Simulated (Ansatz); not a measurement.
# MgO (Fm-3m) in Ansatz: a series of runs, part 2 of 2

Ansatz 0.2.0. The steps go on from the part before.

## 4. Phonons, PBE

The input, input.yaml:

```yaml
crystal:
  lattice:
    - [0.0, 2.0970013927, 2.0970013927]
    - [2.0970013927, 0.0, 2.0970013927]
    - [2.0970013927, 2.0970013927, 0.0]
  atoms:
    - { symbol: Mg, position: [0.0, 0.0, 0.0] }
    - { symbol: O, position: [0.5, 0.5, 0.5] }
kpoints:
  mp_grid: { grid: [8, 8, 8] }
scf:
  occupations: { method: fermi_dirac, width: 0.05 }
hamiltonian:
  xc: pbe
  pseudopotentials: { kind: all_electron, lapw: { basis_error: 0.001 } }
output: {}
phonons:
  method: fd
  supercell: [1, 1, 1]
```

Potentials or basis: all-electron LAPW, scalar-relativistic.

Run with:

```console
ansatz run input.yaml --threads 1 --pin off --max-ram 3072MiB --backend cpu --events-out ev --progress --plain --runs-dir out
```

The log of the run:

```text
Warning: RAYON_NUM_THREADS=1 ignored (pool sized by the plan → 1); use --threads N
LAPW: plane waves up to 9.431 Å⁻¹, error target 1.0e-3 eV per atom; small_component_spin mean_spin; O in spheres of 0.996 Å, 8 of its electrons in bands, Dirac shells []; Mg in spheres of 1.038 Å, 10 of its electrons in bands, Dirac shells [] (how accurate: hamiltonian.pseudopotentials.lapw.basis_error, Limitations)
Engine: ansatz 0.2.0, aarch64-unknown-linux-gnu
Pseudopotentials: kind: all_electron
Pseudopotential: Mg, LAPW, valence charge 10, lapw/all_electron/scalar/gaussian/Mg, Koelling and Harmon's equation, gaussian nucleus
Pseudopotential: O, LAPW, valence charge 8, lapw/all_electron/scalar/gaussian/O, Koelling and Harmon's equation, gaussian nucleus
Functional definition: PBE
  parameter kappa = 0.804
  parameter beta = 0.06672455060314922
  exchange = pbe_x(kappa = kappa, mu = beta*pi^2/3)
  correlation = pbe_c(beta = beta)
Crystal: 2 atoms, lattice volume = 18.443 Å³
Basis set: ecut = 338.8782399966612 eV, 259 PW (Γ), exchange–correlation at level 2
Bands: 13, of which v1, the nominal top of the filled ones, is band 9 counted from 1 (8 counted from 0)
Symmetry: 48 space group operations
k-points: 29 of 512
Non-local potential: Mg, projectors of the file, none
Non-local potential: O, projectors of the file, none
Initial density: superposition of atomic densities (chi_scale 0.1, normalization cell, long waves kept (reshape's long-wave potential 0.00 eV rms))
Initial wavefunctions: plane waves of lowest kinetic energy (no species holds an atomic orbital)
Functional: x = pbe(κ = 0.804, μ = 0.2195149727645171), c = pbe(β = 0.06672455060314922)
iter 1 solved again at ethr=1.39e-2 eV; its pass at ethr=1.00e-1 eV (dr2=2.50e0 eV) is discarded
SCF iter   1: F=—  HF=-7504.199128 eV  |F-HF|=—  |Δ(HF+E_count)|=         —  Δρ=1.12e-1  dr2=2.50e0  ethr=1.39e-2  ⟨swp⟩=2.0  Hψ=2496  notcnv=0
preconditioner: auto → none  [insulator: Δε(μ)=6.758 eV  Ē_g=20.439 eV  σ=0.050 eV  W_gap=1.00  n_scr=8 (ndim 8)  ℏωp=24.5 eV  f_vac=0.000  D(μ)=0.00/eV (n_scr^D=0)  ε∞_Penn≈2.4]
iter 2 solved again at ethr=2.75e-4 eV; its pass at ethr=1.39e-2 eV (dr2=4.94e-2 eV) is discarded
SCF iter   2: F=—  HF=-7502.932690 eV  |F-HF|=—  |Δ(HF+E_count)|=    1.27e0  Δρ=2.30e-2  dr2=4.94e-2  ethr=2.75e-4  ⟨swp⟩=2.1  Hψ=2006  notcnv=0
SCF iter   3: F=—  HF=-7502.647971 eV  |F-HF|=—  |Δ(HF+E_count)|=   2.85e-1  Δρ=1.61e-2  dr2=5.25e-2  ethr=2.74e-4  ⟨swp⟩=3.0  Hψ=1225  notcnv=0  defer=1
SCF iter   4: F=—  HF=-7502.646975 eV  |F-HF|=—  |Δ(HF+E_count)|=         —  Δρ=6.09e-4  dr2=2.54e-5  ethr=2.74e-4  ⟨swp⟩=2.0  Hψ=1116  notcnv=0
the basis was enlarged: its passes take 271.4 KiB over the memory plan, 1 of 1 planned eigensolver slots
SCF iter   5: F=—  HF=-7502.647027 eV  |F-HF|=—  |Δ(HF+E_count)|=   5.11e-5  Δρ=1.73e-4  dr2=3.46e-6  ethr=1.41e-7  ⟨swp⟩=3.0  Hψ=1100  notcnv=0
SCF iter   6: F=—  HF=-7502.647038 eV  |F-HF|=—  |Δ(HF+E_count)|=   1.09e-5  Δρ=4.07e-5  dr2=2.72e-7  ethr=1.92e-8  ⟨swp⟩=3.0  Hψ=1063  notcnv=0
SCF iter   7: F=—  HF=-7502.647037 eV  |F-HF|=—  |Δ(HF+E_count)|=   1.57e-7  Δρ=5.10e-6  dr2=4.33e-9  ethr=1.51e-9  ⟨swp⟩=2.7  Hψ=1041  notcnv=0
SCF iter   8: F=-7502.647037 eV  HF=-7502.647037 eV  |F-HF|=1.55e-11  |Δ(HF+E_count)|=   2.10e-9  Δρ=2.39e-7  dr2=7.91e-12  ethr=2.41e-11  ⟨swp⟩=3.0  Hψ=1088  notcnv=0
SCF 1 converged in 8 iterations: F = -7502.647037 eV  dr2 = 7.91e-12
Symmetry: 8 space group operations
k-points: 59 of 512 (time reversal used)
Initial density: handed on by an earlier stage of this run
Initial wavefunctions: plane waves of lowest kinetic energy (no species holds an atomic orbital; no wavefunctions were taken with the density)
iter 1 solved again at ethr=1.35e-7 eV; its pass at ethr=1.00e-1 eV (dr2=2.43e-5 eV) is discarded
SCF iter   1: F=—  HF=-7502.646739 eV  |F-HF|=—  |Δ(HF+E_count)|=         —  Δρ=3.92e-4  dr2=2.23e-5  ethr=1.35e-7  ⟨swp⟩=5.0  Hψ=6613  notcnv=0
preconditioner: auto → none  [insulator: Δε(μ)=4.864 eV  Ē_g=18.686 eV  σ=0.050 eV  W_gap=1.00  n_scr=8 (ndim 8)  ℏωp=24.5 eV  f_vac=0.000  D(μ)=0.00/eV (n_scr^D=0)  ε∞_Penn≈2.7]
SCF iter   2: F=—  HF=-7502.646743 eV  |F-HF|=—  |Δ(HF+E_count)|=   4.56e-6  Δρ=1.58e-4  dr2=2.67e-6  ethr=1.24e-7  ⟨swp⟩=2.0  Hψ=2066  notcnv=0
iter 3 solved again at ethr=4.26e-10 eV; its pass at ethr=1.48e-8 eV (dr2=7.67e-8 eV) is discarded
SCF iter   3: F=—  HF=-7502.646746 eV  |F-HF|=—  |Δ(HF+E_count)|=   3.05e-6  Δρ=3.47e-5  dr2=7.65e-8  ethr=4.26e-10  ⟨swp⟩=2.0  Hψ=3660  notcnv=0
SCF iter   4: F=—  HF=-7502.646746 eV  |F-HF|=—  |Δ(HF+E_count)|=   2.70e-7  Δρ=8.70e-6  dr2=1.28e-8  ethr=4.25e-10  ⟨swp⟩=3.0  Hψ=2214  notcnv=0
SCF iter   5: F=-7502.646746 eV  HF=-7502.646746 eV  |F-HF|=3.57e-10  |Δ(HF+E_count)|=   1.53e-8  Δρ=1.14e-6  dr2=1.27e-10  ethr=7.14e-11  ⟨swp⟩=2.6  Hψ=2123  notcnv=0
SCF 2 converged in 5 iterations: F = -7502.646746 eV  dr2 = 1.27e-10
iter 1 solved again at ethr=9.55e-7 eV; its pass at ethr=1.00e-1 eV (dr2=1.72e-4 eV) is discarded
SCF iter   1: F=—  HF=-7502.646780 eV  |F-HF|=—  |Δ(HF+E_count)|=         —  Δρ=9.12e-4  dr2=1.70e-4  ethr=9.55e-7  ⟨swp⟩=4.3  Hψ=6230  notcnv=0
SCF iter   2: F=—  HF=-7502.646737 eV  |F-HF|=—  |Δ(HF+E_count)|=   4.29e-5  Δρ=3.82e-4  dr2=2.26e-5  ethr=9.45e-7  ⟨swp⟩=2.0  Hψ=2065  notcnv=0
iter 3 solved again at ethr=2.92e-9 eV; its pass at ethr=1.26e-7 eV (dr2=5.26e-7 eV) is discarded
SCF iter   3: F=—  HF=-7502.646746 eV  |F-HF|=—  |Δ(HF+E_count)|=   8.97e-6  Δρ=8.30e-5  dr2=5.22e-7  ethr=2.92e-9  ⟨swp⟩=2.0  Hψ=3599  notcnv=0
SCF iter   4: F=—  HF=-7502.646746 eV  |F-HF|=—  |Δ(HF+E_count)|=   6.26e-7  Δρ=1.24e-5  dr2=2.52e-8  ethr=2.90e-9  ⟨swp⟩=2.9  Hψ=2145  notcnv=0
SCF iter   5: F=—  HF=-7502.646746 eV  |F-HF|=—  |Δ(HF+E_count)|=   2.91e-8  Δρ=3.30e-6  dr2=7.16e-10  ethr=1.40e-10  ⟨swp⟩=2.7  Hψ=2135  notcnv=0
SCF iter   6: F=-7502.646746 eV  HF=-7502.646746 eV  |F-HF|=5.55e-11  |Δ(HF+E_count)|=   2.28e-9  Δρ=3.83e-7  dr2=1.26e-11  ethr=4.29e-12 (applied; sched 3.98e-12)  ⟨swp⟩=3.0  Hψ=2301  notcnv=0
SCF 3 converged in 6 iterations: F = -7502.646746 eV  dr2 = 1.26e-11
SCF converged after 8 iterations
Free energy (F): -7502.647037 eV
Harris-Foulkes:  -7502.647037 eV  (|F-HF|=1.55e-11)
Internal energy: -7502.647037 eV  (E = F + TS)
E sigma→0 (E₀):  -7502.647037 eV
Fermi energy:    10.482434 eV
--- Per-component energies (eV) ---
  E_band       = -1284.841833
  E_kinetic    = 7508.695638
  E_xc         = -684.276238
  E_electrostatic = -14327.066438  (all electrons and nuclei)
  E_smearing   = -0.000000  (= −TS)
  E_closure    = 0.000000  (closes the sum)
  E_atoms      = -7490.792933  (free atoms, spherical and without spin; not in F)
  Σ components = -7502.647037   (vs F -7502.647037, Δ=0.00e0)
  Basis errors (estimates in eV, not in F): energy 4.0e-4 per atom: plane waves 3.6e-4 (2.0e-4 summed), levels above the bands 5.5e-133, relativity 3.9e-8, radial functions 4.5e-5, core shells 1.2e-11; eigenvalues (radial functions only) 1.1e-5; not estimated: angular momenta, meshes, grids; target (lapw.basis_error) 1.0e-3; muffin-tin radii O 0.996 Å, Mg 1.038 Å
--- Forces (eV/Å), atoms counted from 1 ---
  atom   1  Mg    -0.00000000     0.00000000     0.00000000
  atom   2  O      0.00000000    -0.00000000     0.00000000
  max |Σ_I F_I| component: 2.20e-30 eV/Å
--- Band table (eV; the first three rows and the last of 29) ---
  k-point 0: bands = ["-495.1281", "-64.2588", "-30.9819", "-30.9819", "-30.9819", "-9.3060", "8.0084", "8.0084", "8.0084", "12.8723", "23.8933", "23.8933", "23.8933"]
  k-point 1: bands = ["-495.1281", "-64.2574", "-30.9954", "-30.9833", "-30.9833", "-9.1342", "7.0520", "7.9034", "7.9034", "13.7838", "22.2067", "24.2590", "24.2590"]
  k-point 2: bands = ["-495.1281", "-64.2541", "-31.0277", "-30.9865", "-30.9865", "-8.6885", "5.3309", "7.6614", "7.6614", "15.2250", "20.6732", "24.7806", "24.7806"]
  k-point 28: bands = ["-495.1281", "-64.2465", "-31.0354", "-31.0354", "-31.0144", "-7.6688", "5.0340", "5.0340", "6.2189", "19.7498", "19.7498", "20.3508", "23.7117"]
--- Phonons: 2 displaced members + reference (amplitude 0.01 Å, Σ member SCF iterations 11) ---
  symmetry images taken by strict's conditions (phonons.symmetry_images: auto; settled by no image being taken that strict refuses)
  ASR residual: 4.704e-4 → 0.000e0 eV/Å²; symmetrization residual: 2.247e-4 eV/Å²
  largest component of a force at the reference: 2.8e-30 eV/Å
  ASR residual per site (eV/Å²): 4.70e-4 3.65e-4
  Γ frequencies (cm⁻¹): 0.00 0.00 0.00 405.07 405.07 405.07
  density of states and harmonic sums: on the 25×25×25 q-mesh, interpolated from the force constants of a 1×1×1 supercell (no non-analytic term)
  largest difference from the sums on the solved wave vectors: F 3.55e-1 eV, S 6.13e-4 and C_V 2.58e-4 eV/K
  zero-point energy: 0.103317 eV/cell   skipped modes (ω ≤ 0): 3   left out of the sums: 3.20e-5 of the cell's modes: C_V's classical limit lies that fraction below 3 k_B per atom; for a crystal, a wire or a layer, F and S can be off by more, and a phonons.interpolated_qmesh denser along its periods is the remedy for the sampling
```

phdos.tsv:

```text
# omega_inv_cm	omega_thz	g_bin_mean(omega)[modes/inv_cm]
# format = ansatz-phdos/2
# interpolated_qmesh = 25 25 25
# force_constants_supercell = 1 1 1
# lo_to_splitting: not included (the non-analytic LO-TO correction is not applied to the interpolated dynamical matrix; polar crystals: no LO-TO splitting at GAMMA, and LO and other optical branches, acoustic branches and sound speeds, and with them the density of states and the thermodynamics, can be off between the wave vectors that the force constants were sampled on, most near GAMMA; a larger extent of the force constants narrows that region and is not shown to mend the acoustic slopes)
# g_bin_mean(omega): the modes in a bin one row spacing wide, centred on omega, divided by that spacing. A flat band (one whose frequency is the same at every q-point) is counted whole in the row whose bin holds it (on the edge of two bins, in the lower row). The modes of the run's own cell are the sum of g_bin_mean times the row spacing in inv_cm (a plain sum, not the trapezoid rule); for a one-atom cell on a GAMMA-only q-mesh every row is zero, so that sum is 0, not 3
0.000000	0.000000	3.547334e-9
0.810138	0.024287	9.223067e-8
1.620277	0.048575	3.476387e-7
2.430415	0.072862	7.733187e-7
3.240554	0.097149	1.369271e-6
4.050692	0.121437	2.135495e-6
[... 493 lines left out ...]
404.259086	12.119383	1.739440e-3
405.069225	12.143670	1.058586e-4
```

Run time: 19 s. Hardware: 1 thread of Arm Neoverse V1, shared host; peak memory 0.27 GiB.

Results:

- Free energy: -7502.6470 eV
- Band gap on the k mesh: 4.86 eV, direct
- Highest phonon frequency at Γ, LO-TO splitting left out: 405 cm⁻¹

Levels at points of the mesh, in eV from the valence-band top:
| k point | band 5 | band 6 | band 7 | band 8 | band 9 | band 10 | band 11 | band 12 | band 13 |
| --- | --- | --- | --- | --- | --- | --- | --- | --- | --- |
| (0.00, 0.00, 0.00) | -38.99 | -17.31 | 0.00 | 0.00 | 0.00 | 4.86 | 15.88 | 15.88 | 15.88 |
| (0.00, 0.00, -0.50) | -39.00 | -15.97 | -4.66 | -0.67 | -0.67 | 7.99 | 12.76 | 16.46 | 16.46 |
| (0.00, -0.50, -0.50) | -39.02 | -15.74 | -4.10 | -1.36 | -1.36 | 9.15 | 10.13 | 13.24 | 19.19 |

Phonon frequencies in cm⁻¹ (negative: imaginary):
| q point | frequencies |
| --- | --- |
| (0.000, 0.000, 0.000) | 0 0 0 405 405 405 |

## 5. Overview

| task | level | k mesh | cutoff (eV) | gap on the mesh (eV) |
| --- | --- | --- | --- | --- |
| band structure | BLYP | 11 × 11 × 11 | 316 | 5.14 |
| phonons | LDA | 8 × 8 × 8 | 338 | 4.78 |
| phonons | PBE | 8 × 8 × 8 | 339 | 4.86 |

Alike in all rows: potentials or basis all-electron LAPW, scalar-relativistic; no spin polarisation; cell as given; smearing fermi-dirac 0.05 eV; basis error allowed 0.001 eV/atom.

On the cell as given the gap runs from 4.78 eV (LDA) to 5.14 eV (BLYP); the meshes differ, which moves gaps too.

Compare energies only between runs with the same functional and basis.

## 6. Comparison with measurements

Step 2. Measured gap of MgO: 7.83 eV (quoted in “Electronic structure of alkaline earth and post-transition metal oxides”, 2009, arxiv:0908.1581). This calculation gives 5.14 eV (-2.69 eV). The value is that of BLYP, without temperature or zero-point motion. Semilocal functionals fall short of measured gaps as a rule. The cell is a database's relaxed one, not the measured one, which moves gaps too.

Step 3. Measured gap of MgO: 7.83 eV (quoted in “Electronic structure of alkaline earth and post-transition metal oxides”, 2009, arxiv:0908.1581). This calculation gives 4.78 eV (-3.05 eV). The value is that of LDA, without temperature or zero-point motion. Semilocal functionals fall short of measured gaps as a rule. The cell is a database's relaxed one, not the measured one, which moves gaps too.

Step 4. Measured gap of MgO: 7.83 eV (quoted in “Electronic structure of alkaline earth and post-transition metal oxides”, 2009, arxiv:0908.1581). This calculation gives 4.86 eV (-2.97 eV). The value is that of PBE, without temperature or zero-point motion. Semilocal functionals fall short of measured gaps as a rule. The cell is a database's relaxed one, not the measured one, which moves gaps too.
